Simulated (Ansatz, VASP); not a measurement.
## Lu: VASP beside Ansatz

INCAR

```
ALGO = Normal
EDIFF = 1E-7
ENCUT = 520
GGA = RE
ISIF = 2
ISMEAR = -1
LASPH = True
LCHARG = False
LREAL = False
LWAVE = False
NBANDS = 32
NELM = 80
PREC = Accurate
SIGMA = 0.1
```

Contents of KPOINTS:

```
k-points
0
Gamma
  8 8 8
```

Contents of POSCAR:

```
Lu
1.0
    0.0000000000      3.9053668975      3.9053668975
    3.9053668975      0.0000000000      3.9053668975
    3.9053668975      3.9053668975      0.0000000000
Lu
2
Direct
    0.1250000000      0.1250000000      0.1250000000
    0.8750000000      0.8750000000      0.8750000000
```

Input for Ansatz:

```yaml
crystal:
  lattice:
    - [0.0, 3.9053668975, 3.9053668975]
    - [3.9053668975, 0.0, 3.9053668975]
    - [3.9053668975, 3.9053668975, 0.0]
  atoms:
    - { symbol: Lu, position: [0.125, 0.125, 0.125] }
    - { symbol: Lu, position: [0.875, 0.875, 0.875] }
hamiltonian:
  xc: revpbe
  pseudopotentials:
    kind: paw
    azcp:
      Lu: "pseudopotentials/Lu.paw.azcp"
basis:
  ecutwfc: 420
  fft_grid_basis: typed
kpoints:
  mp_grid: { grid: [8, 8, 8], shift: [0, 0, 0] }
magnetization:
  spin_polarized: false
scf:
  occupations: { method: fermi_dirac, width: 0.1 }
  lower_state_search: "off"
output:
  stress: true
```

Alike in both runs: task single point; functional revPBE; k mesh 8 × 8 × 8; occupations fermi-dirac, width 0.1 eV; no spin polarisation.

|  | VASP | Ansatz |
| --- | --- | --- |
| version | VASP 6.6.1 | Ansatz 0.2.0 |
| potentials or method | VASP PAW PBE potentials, release 64 (Lu) | plane waves (420 eV) with PAW, scalar-relativistic |
| plane-wave cutoff (eV) | 520 | 420 |
| valence electrons in the cell | 50 | 50 |

```tsv
	VASP	Ansatz	Ansatz less VASP
pressure (GPa)	-1.1	-1.1	0.00
```

Caveats: the PAW data sets were made with another functional, which shifts forces and pressure a little (VASP). The runs have no spin-orbit coupling, so splittings on Lu are missing.
